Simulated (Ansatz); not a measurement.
**KCl (zincblende type): the dielectric function from several functionals**

Aim: the dielectric function of KCl (zincblende type) in the independent-particle picture, and how it depends on the functional and on the gap. Plan: HSE06 for the gap; optics with PBE on 6×6×6; optics with r2SCAN on 6×6×6; optics with PBE and scissors to the HSE06 gap on 6×6×6.

Computed with Ansatz 0.2.0 (plane waves, PAW; no local fields, no excitons, unless a step's input says otherwise).

## 1. The starting structure

The structure is cubic, space group F-43m (No. 216). The conventional cell has a = 7.015 Å, b = 7.015 Å, c = 7.015 Å, α = 90.00°, β = 90.00°, γ = 90.00°. K (site symmetry -43m) has 4 Cl at 3.04 Å in its first shell of neighbours. Cl (site symmetry -43m) has 4 K at 3.04 Å in its first shell of neighbours.

Structure file:

```
CELL_PARAMETERS angstrom
0.00000 3.50728 3.50728
3.50728 0.00000 3.50728
3.50728 3.50728 0.00000
ATOMIC_POSITIONS crystal
K 0.00000 0.00000 0.00000
Cl 0.25000 0.25000 0.25000
```

The cell was relaxed beforehand with r2SCAN; those runs aren't shown.

## 2. HSE06 levels at special points

input.yaml

```yaml
crystal:
  lattice:
    - [0.0, 3.5072828304, 3.5072828304]
    - [3.5072828304, 0.0, 3.5072828304]
    - [3.5072828304, 3.5072828304, 0.0]
  atoms:
    - { symbol: K, position: [0.0, 0.0, 0.0] }
    - { symbol: Cl, position: [0.25, 0.25, 0.25] }
kpoints:
  mp_grid: { grid: [4, 4, 4] }
  band_path:
    path:
      - [0.0, 0.0, 0.0]
      - [-0.5, -0.5, 0.0]
      - [-0.375, -0.375, 0.25]
      - [-0.375, 0.0, 0.375]
      - [0.0, 0.0, 0.5]
      - [-0.5, -0.25, 0.25]
      - [0.0, 0.416667, -0.416667]
    npoints: 1
hamiltonian:
  xc: hse06
scf:
  occupations: { method: fixed }
  n_extra_bands: 4
output:
  forces: true
  stress: true
  eigenvalues: true
```

The run is started by

```
> ansatz run input.yaml --threads 4 --pin off --max-ram 3686MiB --backend cpu --events-out ev --progress --plain --runs-dir out
```

Further steps of the session: Optics, PBE; Optics, r2SCAN; Optics, PBE with a scissors shift.

Before running them: what should the planned runs give, taken together? Wanted: ε∞, PBE; ε∞, r2SCAN; tallest peak of ε₂, PBE; tallest peak of ε₂, r2SCAN; HSE06 direct gap.

As calculated:

```
                                  quantity           value
                                   ε∞, PBE            2.15
                                ε∞, r2SCAN            2.04
                ε∞, PBE + 1.24 eV scissors            2.02
                   tallest peak of ε₂, PBE  3.5 at 7.75 eV
                tallest peak of ε₂, r2SCAN  3.5 at 8.35 eV
tallest peak of ε₂, PBE + 1.24 eV scissors  3.5 at 9.00 eV
                          HSE06 direct gap         6.06 eV
```

PBE + 1.24 eV scissors has the widest direct gap (6.06 eV) and PBE the narrowest (4.82 eV); ε∞ is 2.02 and 2.15: a wider gap screens less. Local fields and excitons are left out: both change ε∞, and without excitons the onset lacks its lines.
